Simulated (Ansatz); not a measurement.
TiSe2, one cell by several methods

```
CELL_PARAMETERS angstrom
3.53600 0.00000 0.00000
-1.76800 3.06227 0.00000
0.00000 0.00000 5.94396
ATOMIC_POSITIONS crystal
Ti 0.00000 0.00000 0.00000
Se 0.33333 0.66667 0.25520
Se 0.66667 0.33333 0.74480
```

Atom numbers follow the list: Ti1, Se2, Se3.

The geometry is COD entry 1548816, unchecked; take it as a test cell. The listed cell was then made from it by scaling, straining or moving an atom.

Levels of theory: DFT, PBEsol, PAW with Ansatz's default frozen-core files, scalar-relativistic (Ansatz 0.2.0); DFT, PBEsol, all-electron LAPW, scalar-relativistic (Ansatz 0.2.0).

For PAW: a Γ-centred 12×12×6 k mesh, Fermi–Dirac smearing of 0.03 eV, cutoff 420 eV, no spin polarisation; the PAW files were made with PBE, and the program remakes their frozen cores for this functional. LAPW targets a basis error of 1 meV/atom. The Ansatz runs share mesh, smearing and spin set-up. Plane-wave (PAW) pressures include the program's estimate of the Pulay term.

Stress and pressure are positive in compression.

PAW results:

```json
{"quantity": "pressure (GPa)", "PAW": "-1.46"}
{"quantity": "stress xx (GPa)", "PAW": "-2.14"}
{"quantity": "stress zz (GPa)", "PAW": "-0.10"}
{"quantity": "force on Se2, z (eV/Å)", "PAW": "0.045"}
```

Problem. What does LAPW (all electrons) give for the same quantities?

Solution. 
```json
{"quantity": "pressure (GPa)", "LAPW": "-1.46"}
{"quantity": "stress xx (GPa)", "LAPW": "-2.14"}
{"quantity": "stress zz (GPa)", "LAPW": "-0.10"}
{"quantity": "force on Se2, z (eV/Å)", "LAPW": "0.045"}
```
